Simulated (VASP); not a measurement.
# TePb (Fm-3m) in VASP: settings compared

One crystal, TePb, is run at these levels: RPBE, PBEsol+D3, AM05+D4; tasks: single point, relaxation of the atoms, relaxation of cell and atoms.

Program: VASP 6.6.1. These are calculated values, not measurements. Logs are shortened: lines on timing, memory, paths and dates and some standing lists are left out, and cuts for length are marked.

**1. Starting point**

It takes space group Fm-3m (No. 225, cubic). The conventional cell has a = 6.462 Å, b = 6.462 Å, c = 6.462 Å, α = 90.00°, β = 90.00°, γ = 90.00°. Pb (site symmetry m-3m) is surrounded by 6 Te at 3.23 Å. Te (site symmetry m-3m) has 6 Pb at 3.23 Å as nearest neighbours.

**2. Single point, RPBE**

File run.py:

```python
from ase.calculators.vasp import Vasp
from ase.dft.bandgap import bandgap
from ase.io import read

atoms = read('TePb.xyz')
calc = Vasp(
    directory='calc',
    xc='rpbe',
    pp='PBE',
    setups='materialsproject',
    prec='Accurate',
    encut=520,
    ediff=1e-06,
    ismear=0,
    sigma=0.1,
    lreal=False,
    lasph=True,
    nelm=100,
    algo='Normal',
    isif=2,
    lwave=False,
    lcharg=True,
    lelf=True,
    lvhar=True,
    kpts=[7, 7, 7],
    gamma=True,
    nbands=17,
)
atoms.calc = calc

print('energy (eV):', atoms.get_potential_energy())
print('free energy (eV):', atoms.get_potential_energy(force_consistent=True))
print('forces (eV/A):')
print(atoms.get_forces())
print('stress (eV/A^3, Voigt):', atoms.get_stress())
print('Fermi level (eV):', calc.get_fermi_level())
gap, top, bottom = bandgap(calc)
print('band gap (eV):', gap, 'from (spin, k, band)', top, 'to', bottom)
```

File TePb.xyz:

```xyz
2
Lattice="0.0000000000 3.2310000000 3.2310000000 3.2310000000 0.0000000000 3.2310000000 3.2310000000 3.2310000000 0.0000000000" Properties=species:S:1:pos:R:3 pbc="T T T"
Pb     0.0000000000      0.0000000000      0.0000000000
Te     3.2310000000      3.2310000000      3.2310000000
```

Potentials or basis: VASP PAW PBE potentials, release 64 (Pb_d, Te).

Run with:

```console
python run.py
```

Log:

```text
energy (eV): -6.77813133
free energy (eV): -6.77813133
forces (eV/A):
[[-0.  0. -0.]
 [ 0. -0.  0.]]
stress (eV/A^3, Voigt): [-0.0222786 -0.0222786 -0.0222786 -0.        -0.        -0.       ]
Fermi level (eV): 6.15561734
band gap (eV): 1.0652 from (spin, k, band) (0, np.int64(3), np.int64(9)) to (0, np.int64(3), np.int64(10))
```

OUTCAR:

```text
ENCUT = 520.000000
   EDIFF = 1.00e-06
   GGA = RP
   PREC = Accurate
   ISIF = 2
   ISMEAR = 0
   NELM = 100
   LASPH = .TRUE.
   LREAL = .FALSE.

 ion  position               nearest neighbor table
   1  0.000  0.000  0.000-   2 3.23   2 3.23   2 3.23   2 3.23   2 3.23   2 3.23
   2  0.500  0.500  0.500-   1 3.23   1 3.23   1 3.23   1 3.23   1 3.23   1 3.23

  LATTYP: Found a face centered cubic cell.
 ALAT       =     6.4620000000

  Lattice vectors:

 A1 = (   0.0000000000,   3.2310000000,   3.2310000000)
 A2 = (   3.2310000000,   0.0000000000,   3.2310000000)
 A3 = (   3.2310000000,   3.2310000000,   0.0000000000)

Analysis of symmetry for initial positions (statically):
=====================================================================
 Subroutine PRICEL returns:
 Original cell was already a primitive cell.

 Routine SETGRP: Setting up the symmetry group for a
 face centered cubic supercell.

 Subroutine GETGRP returns: Found 48 space group operations
 (whereof 48 operations were pure point group operations)
 out of a pool of 48 trial point group operations.

The static configuration has the point symmetry O_h .

Analysis of symmetry for dynamics (positions and initial velocities):
=====================================================================
 Subroutine PRICEL returns:
 Original cell was already a primitive cell.

 Routine SETGRP: Setting up the symmetry group for a
 face centered cubic supercell.

 Subroutine GETGRP returns: Found 48 space group operations
 (whereof 48 operations were pure point group operations)
 out of a pool of 48 trial point group operations.

The dynamic configuration has the point symmetry O_h .

 Subroutine INISYM returns: Found 48 space group operations
 (whereof 48 operations are pure point group operations),
 and found     1 'primitive' translations

----------------------------------------------------------------------------------------

                                     Primitive cell

  volume of cell :      67.4592

  direct lattice vectors                    reciprocal lattice vectors
     0.000000000  3.231000000  3.231000000    -0.154750851  0.154750851  0.154750851
     3.231000000  0.000000000  3.231000000     0.154750851 -0.154750851  0.154750851
     3.231000000  3.231000000  0.000000000     0.154750851  0.154750851 -0.154750851

  length of vectors
     4.569324020  4.569324020  4.569324020     0.268036337  0.268036337  0.268036337

  position of ions in fractional coordinates (direct lattice)
     0.000000000  0.000000000  0.000000000
     0.500000000  0.500000000  0.500000000

  ion indices of the primitive-cell ions
   primitive index   ion index
                 1           1
                 2           2

----------------------------------------------------------------------------------------

 KPOINTS: KPOINTS created by Atomic Simulation Env

Automatic generation of k-mesh.
 Grid dimensions read from file:
 generate k-points for:    7    7    7

 Generating k-lattice:

  Cartesian coordinates                     Fractional coordinates (reciprocal lattice)
    -0.022107264  0.022107264  0.022107264     0.142857143  0.000000000  0.000000000
     0.022107264 -0.022107264  0.022107264     0.000000000  0.142857143  0.000000000
     0.022107264  0.022107264 -0.022107264     0.000000000  0.000000000  0.142857143

  Length of vectors
     0.038290905  0.038290905  0.038290905

  Shift w.r.t. Gamma in fractional coordinates (k-lattice)
     0.000000000  0.000000000  0.000000000

 Subroutine IBZKPT returns following result:
 ===========================================

 Found     20 irreducible k-points:

 Following reciprocal coordinates:
            Coordinates               Weight
  0.000000  0.000000  0.000000      1.000000
  0.142857  0.000000  0.000000      8.000000
  0.285714  0.000000  0.000000      8.000000
  0.428571  0.000000  0.000000      8.000000
  0.142857  0.142857  0.000000      6.000000
  0.285714  0.142857  0.000000     24.000000
[... 12 lines left out ...]
 -0.428571  0.428571  0.142857     24.000000
 -0.285714  0.428571  0.142857     24.000000
   k-points           NKPTS =     20   k-points in BZ     NKDIM =     20   number of bands    NBANDS=     17
   number of dos      NEDOS =    301   number of ions     NIONS =      2
   total plane-waves  NPLWV =  46656
   dimension x,y,z NGX =    36 NGY =   36 NGZ =   36
   dimension x,y,z NGXF=    72 NGYF=   72 NGZF=   72
   ions per type =               1   1
   NGX,Y,Z   is equivalent  to a cutoff of  13.10, 13.10, 13.10 a.u.
   NGXF,Y,Z  is equivalent  to a cutoff of  26.20, 26.20, 26.20 a.u.
 SYSTEM =  unknown system
   PREC   = accura    normal or accurate (medium, high low for compatibility)
   ISTART =      0    job   : 0-new  1-cont  2-samecut
   ICHARG =      2    charge: 1-file 2-atom 10-const
   ISPIN  =      1    spin polarized calculation?
   LNONCOLLINEAR =      F non collinear calculations
   LSORBIT =      F    spin-orbit coupling
   LASPH  =      T    aspherical Exc in radial PAW
   ENCUT  =  520.0 eV  38.22 Ry    6.18 a.u.   8.50  8.50  8.50*2*pi/ulx,y,z
   NELM   =    100;   NELMIN=  2; NELMDL= -5     # of ELM steps
   EDIFF  = 0.1E-05   stopping-criterion for ELM
   LREAL  =      F    real-space projection
   EDIFFG = 0.1E-04   stopping-criterion for IOM
   NSW    =      0    number of steps for IOM
   IBRION =     -1    ionic relax: 0-MD 1-quasi-New 2-CG
   NFREE  =      0    steps in history (QN), initial steepest desc. (CG)
   ISIF   =      2    stress and relaxation
   ISYM   =      2    0-nonsym 1-usesym 2-fastsym
   POTIM  = 0.5000    time-step for ionic-motion
   TEBEG  =    0.0;   TEEND  =   0.0 temperature during run
   PSTRESS=    0.0 pullay stress
   NELECT =      20.0000    total number of electrons
   NUPDOWN=      -1.0000    fix difference up-down
   EMIN   =  10.00;   EMAX   =-10.00  energy-range for DOS
   EFERMI =   0.00;   METHOD = LEGACY
   ISMEAR =     0;   SIGMA  =   0.10  broadening in eV -4-tet -1-fermi 0-gaus
   EFERMI_NEDOS =   21; number of points for ismear=-14 and -15
   IALGO  =     38    algorithm
   IMIX   =      4    mixing-type and parameters
     AMIX     =   0.40;   BMIX     =  1.00
     AMIX_MAG =   1.60;   BMIX_MAG =  1.00
  volume/ion in A,a.u.               =      33.73       227.62
  Fermi-wavevector in a.u.,A,eV,Ry     =   1.091619  2.062861 16.213147  1.191633
  Thomas-Fermi vector in A             =   2.227868
   LORBIT       =      0    0 simple, 1 ext, 2 COOP (PROOUT), +10 PAW based schemes
   GGA     = RP    functional components
   LHFCALC =     F    Hartree Fock is set to
   AEXX    =    0.0000 exact exchange contribution
   IVDW    =     0    specifies the selected vdW correction
   LEPSILON=     F    determine dielectric tensor
   LRPA    =     F    only Hartree local field effects (RPA)
 non-spin polarized calculation
 Gauss-broadening in eV      SIGMA  =   0.10
  energy-cutoff  :      520.00
  volume of cell :       67.46
 maximum number of plane-waves:      1837
 NGX is ok and might be reduce to    36
   NGX = 17   NGY = 17   NGZ = 17

 number of electron      20.0000003 magnetization

 Free energy of the ion-electron system (eV)
  ---------------------------------------------------
  ext. energy  EPLUGINS =         0.00000000
  ---------------------------------------------------
  free energy    TOTEN  =        -6.77813133 eV

  energy without entropy =       -6.77813133  energy(sigma->0) =       -6.77813133

 E-fermi :   6.1556     XC(G=0):  -9.1725

 val. band max:        5.6478275250   @ k =   0.4286   0.0000   0.0000
 cond. band min:       6.7129986193   @ k =   0.4286   0.0000   0.0000
 fundamental gap:      1.0651710943
 Fermi energy:         6.1556173415

 k-point     1 :       0.0000    0.0000    0.0000
  band No.  band energies     occupation
      1     -11.0466      2.00000
      2     -11.0466      2.00000
      3     -11.0410      2.00000
      4     -11.0410      2.00000
      5     -11.0410      2.00000
      6      -6.2576      2.00000
[... 9 lines left out ...]
     16      11.5580      0.00000
     17      13.2190      0.00000
[... 361 lines left out ...]
 k-point    20 :      -0.2857    0.4286    0.1429
  band No.  band energies     occupation
      1     -11.0879      2.00000
      2     -11.0486      2.00000
      3     -11.0365      2.00000
      4     -11.0297      2.00000
      5     -11.0170      2.00000
      6      -4.4569      2.00000
[... 9 lines left out ...]
     16      16.0659      0.00000
     17      16.5261      0.00000

------------------------ aborting loop because EDIFF is reached ----------------------------------------

  FORCE on cell =-STRESS in cart. coord.  units (eV):
  Direction    XX          YY          ZZ          XY          YZ          ZX
  --------------------------------------------------------------------------------------
  -------------------------------------------------------------------------------------
  Total        1.5028947      1.5028947      1.5028947     -0.0000000     -0.0000000      0.0000000
  in kB       35.6942502     35.6942502     35.6942502     -0.0000000     -0.0000000      0.0000000
  external PRESSURE =      35.6942502 kB  Pullay stress =       0.0000000 kB

 VOLUME and BASIS-vectors are now :
 -----------------------------------------------------------------------------
  energy-cutoff  :      520.00
  volume of cell :       67.46
      direct lattice vectors                 reciprocal lattice vectors
     0.000000000  3.231000000  3.231000000    -0.154750851  0.154750851  0.154750851
     3.231000000  0.000000000  3.231000000     0.154750851 -0.154750851  0.154750851
     3.231000000  3.231000000  0.000000000     0.154750851  0.154750851 -0.154750851

 POSITION                                       TOTAL-FORCE (eV/Angst)
 -----------------------------------------------------------------------------------
      0.00000      0.00000      0.00000        -0.000000      0.000000     -0.000000
      3.23100      3.23100      3.23100         0.000000     -0.000000      0.000000
 -----------------------------------------------------------------------------------
    total drift:                               -0.000000      0.000000      0.000000

  FREE ENERGIE OF THE ION-ELECTRON SYSTEM (eV)
  ---------------------------------------------------
  free  energy   TOTEN  =        -6.7781313307 eV

  energy  without entropy=       -6.7781313307  energy(sigma->0) =       -6.77813133
```

INCAR:

```text
ENCUT = 520.000000
SIGMA = 0.100000
EDIFF = 1.00e-06
ALGO = Normal
GGA = RP
PREC = Accurate
ISIF = 2
ISMEAR = 0
NBANDS = 17
NELM = 100
LASPH = .TRUE.
LCHARG = .TRUE.
LELF = .TRUE.
LVHAR = .TRUE.
LWAVE = .FALSE.
LREAL = .FALSE.
```

Wall time 34 s (1 thread of Intel Xeon Platinum 8488C (Sapphire Rapids), shared host); peak memory 0.2 GiB.

Results:

- Free energy: -6.7781 eV
- Pressure: 3.6 GPa

Caveat: this odd mesh misses L, where the gap lies, so gap, dielectric constants and Born charges aren't listed; the PAW data sets were made with another functional, which shifts forces and pressure a little.

**3. Relaxation of the atoms, PBEsol+D3 (atoms moved at random, drawn with an rms of 0.1 Å)**

File run.py:

```python
from ase.calculators.vasp import Vasp
from ase.io import read

atoms = read('TePb.xyz')
calc = Vasp(
    directory='calc',
    xc='pbesol',
    pp='PBE',
    setups='recommended',
    prec='Accurate',
    encut=520,
    ediff=1e-07,
    ismear=-5,
    sigma=0.05,
    lreal=False,
    lasph=True,
    nelm=100,
    algo='Fast',
    isif=2,
    lwave=False,
    lcharg=False,
    ivdw=11,
    ibrion=2,
    nsw=40,
    ediffg=-0.001,
    nelmdl=-12,
    kpts=[7, 7, 7],
    gamma=True,
)
atoms.calc = calc

print('energy (eV):', atoms.get_potential_energy())
print('free energy (eV):', atoms.get_potential_energy(force_consistent=True))
print('forces (eV/A):')
print(atoms.get_forces())
print('stress (eV/A^3, Voigt):', atoms.get_stress())
print('Fermi level (eV):', calc.get_fermi_level())
print('cell (A, degrees):', atoms.cell.cellpar())
print('volume (A^3):', atoms.get_volume())
print('scaled positions:')
print(atoms.get_scaled_positions())
```

File TePb.xyz:

```xyz
2
Lattice="0.0000000000 3.2310000000 3.2310000000 3.2310000000 0.0000000000 3.2310000000 3.2310000000 3.2310000000 0.0000000000" Properties=species:S:1:pos:R:3 pbc="T T T"
Pb    -0.0010403820      0.0318059640     -0.0157349700
Te     3.1990809510      3.2475685680      3.2885861130
```

Potentials or basis: VASP PAW PBE potentials, release 64 (Pb_d, Te).

Run with:

```console
python run.py
```

Log:

```text
energy (eV): -8.70349353
free energy (eV): -8.70349353
forces (eV/A):
[[-0.00047603 -0.00025199 -0.00063508]
 [ 0.00047603  0.00025199  0.00063508]]
stress (eV/A^3, Voigt): [ 8.23086042e-03  8.23237066e-03  8.23029227e-03 -1.32819314e-08
  4.01010720e-07 -3.32079493e-07]
Fermi level (eV): 5.38039723
cell (A, degrees): [ 4.56932402  4.56932402  4.56932402 60.         60.         60.        ]
volume (A^3): 67.45915078200001
scaled positions:
[[0.00936973 0.99698896 0.99832694]
 [0.50969327 0.49690104 0.49758206]]
```

OUTCAR:

```text
ENCUT = 520.000000
   EDIFF = 1.00e-07
   EDIFFG = -1.00e-03
   GGA = PS
   PREC = Accurate
   IBRION = 2
   ISIF = 2
   ISMEAR = -5
   NELM = 100
   NELMDL = -12
   NSW = 40
   IVDW = 11
   LASPH = .TRUE.
   LREAL = .FALSE.
 IVDW          = 11

 ion  position               nearest neighbor table
   1  0.003  0.992  0.007-   2 3.16   2 3.20   2 3.22   2 3.25   2 3.26   2 3.30
   2  0.516  0.501  0.489-   1 3.16   1 3.20   1 3.22   1 3.25   1 3.26   1 3.30

  LATTYP: Found a face centered cubic cell.
 ALAT       =     6.4620000000

  Lattice vectors:

 A1 = (   0.0000000000,   3.2310000000,   3.2310000000)
 A2 = (   3.2310000000,   0.0000000000,   3.2310000000)
[... 443 lines left out ...]
      2     -11.1674      2.00000
      3     -11.1565      2.00000
      4     -11.1565      2.00000
      5     -11.1565      2.00000
      6      -6.5751      2.00000
      7      -0.1553      2.00000
      8       4.1251      2.00000
      9       4.1252      2.00000
     10       4.1252      2.00000
     11       9.5174      0.00000
     12       9.5174      0.00000
     13       9.5174      0.00000
     14      11.2173      0.00000
[... 377 lines left out ...]
      1     -11.1851      2.00000
      2     -11.1674      2.00000
      3     -11.1581      2.00000
      4     -11.1469      2.00000
      5     -11.1448      2.00000
      6      -5.9558      2.00000
      7      -1.5416      2.00000
      8       3.6293      2.00000
      9       3.7091      2.00000
     10       4.7817      2.00000
     11       7.2171      0.00000
     12       8.9240      0.00000
     13       9.0725      0.00000
     14      10.2858      0.00000

 [... further k-points ...]

------------------------ aborting loop because EDIFF is reached ----------------------------------------

 Edisp (eV)   -0.44347

 E8    (eV) :    -0.2900
[... 25 lines left out ...]
  FREE ENERGIE OF THE ION-ELECTRON SYSTEM (eV)
  ---------------------------------------------------
  free  energy   TOTEN  =        -8.7034935321 eV

  energy  without entropy=       -8.7034935321  energy(sigma->0) =       -8.70349353

 reached required accuracy - stopping structural energy minimisation
```

INCAR:

```text
ENCUT = 520.000000
SIGMA = 0.050000
EDIFF = 1.00e-07
EDIFFG = -1.00e-03
ALGO = Fast
GGA = PS
PREC = Accurate
IBRION = 2
ISIF = 2
ISMEAR = -5
NELM = 100
NELMDL = -12
NSW = 40
IVDW = 11
LASPH = .TRUE.
LCHARG = .FALSE.
LWAVE = .FALSE.
LREAL = .FALSE.
```

It took 7.6 min on 1 thread of Intel Xeon Platinum 8488C (Sapphire Rapids), shared host; peak memory 0.36 GiB.

What came out:

```yaml
Free_energy: -8.7035 eV
Energy_gained_by_relaxing: 0.6 meV/atom
Ionic_steps: 7
Pressure_after_relaxing: -1.3 GPa
Band_gap_on_the_k_mesh: 0.96 eV, direct
Dispersion_energy_per_atom: -0.222 eV
```

Step by step:
```tsv
step	energy change (eV)	largest force (eV/Å)	pressure (GPa)
1	0.0000	0.0320	-1.25
2	-0.0001	0.0294	-1.25
3	-0.0004	0.0244	-1.27
4	-0.0007	0.0164	-1.29
5	-0.0011	0.0024	-1.31
6	-0.0011	0.0013	-1.32
7	-0.0011	0.0008	-1.32
```

Final structure:
```xyz
2
Lattice="0.0000 3.2310 3.2310 3.2310 0.0000 3.2310 3.2310 3.2310 0.0000" Properties=species:S:1:pos:R:3 pbc="T T T"
Pb    6.4469    3.2559    3.2515
Te    3.2132    3.2545    3.2523
```

Levels at points of the mesh, in eV from the valence-band top:
```tsv
k point	band 7	band 8	band 9	band 10	band 11	band 12	band 13	band 14
(0.00, 0.00, 0.00)	-5.50	-1.22	-1.22	-1.22	4.17	4.17	4.17	5.87
```

Caveat: the PAW data sets were made with another functional, which shifts forces and pressure a little; spin-orbit coupling is left out, which as a rule narrows the gap of such compounds by several tenths of an eV; an odd mesh through Γ misses points on the zone boundary, where band edges often lie.

(Part 1 of 2 ends here.)
